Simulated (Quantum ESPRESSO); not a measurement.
# BN: changing the choice of potentials or basis

Symmetry: F-43m, No. 216, cubic system. Conventional cell: a = 3.626 Å, b = 3.626 Å, c = 3.626 Å, α = 90.00°, β = 90.00°, γ = 90.00°. Around N (site symmetry -43m) lie 4 B at 1.57 Å. B (site symmetry -43m) is surrounded by 4 N at 1.57 Å.

The cell is a database's computed one, not the measured one.

Kept alike: task band structure; functional PBE; k mesh 13 × 13 × 13; occupations fermi-dirac, width 0.05 eV; no spin polarisation. Program: Quantum ESPRESSO. Cutoffs run from 612 to 1238 eV. The mesh is that of the run's cell of 2 atoms. No spin-orbit coupling.

| choice of potentials or basis | band gap (eV) | pressure (GPa) |
| --- | --- | --- |
| Ansatz NC SR PBE | 4.455 | -0.26 |
| GBRV 1.5 PBE | 4.465 | -0.51 |
| JTH 2.0 PBE | 4.446 | -1.05 |
| PseudoDojo 0.4 SR PBE stringent | 4.522 | -0.79 |
| PseudoDojo 0.4.1 SR PBE standard | 4.522 | -0.79 |
| PseudoDojo 0.5 SR PBE standard | 4.522 | -0.79 |
| PseudoDojo 0.5 SR PBE stringent | 4.522 | -0.79 |
| SG15 PBE 1.2 | 4.532 | -1.53 |
| SPMS 1.0 PBE | 4.520 | -1.35 |
| SSSP 1.3 efficiency PBE | 4.471 | -1.76 |

Pressure is positive in compression; the values hold the error of the finite cutoff, so their zero can differ a little from the energy's minimum. Gaps are the smaller of the mesh's and the band path's.

Problem. What does the choice of potentials or basis change here?

Solution. The band gap runs from 4.446 (JTH 2.0 PBE) to 4.532 eV (SG15 PBE 1.2). The pressure runs from -1.76 (SSSP 1.3 efficiency PBE) to -0.26 GPa (Ansatz NC SR PBE).
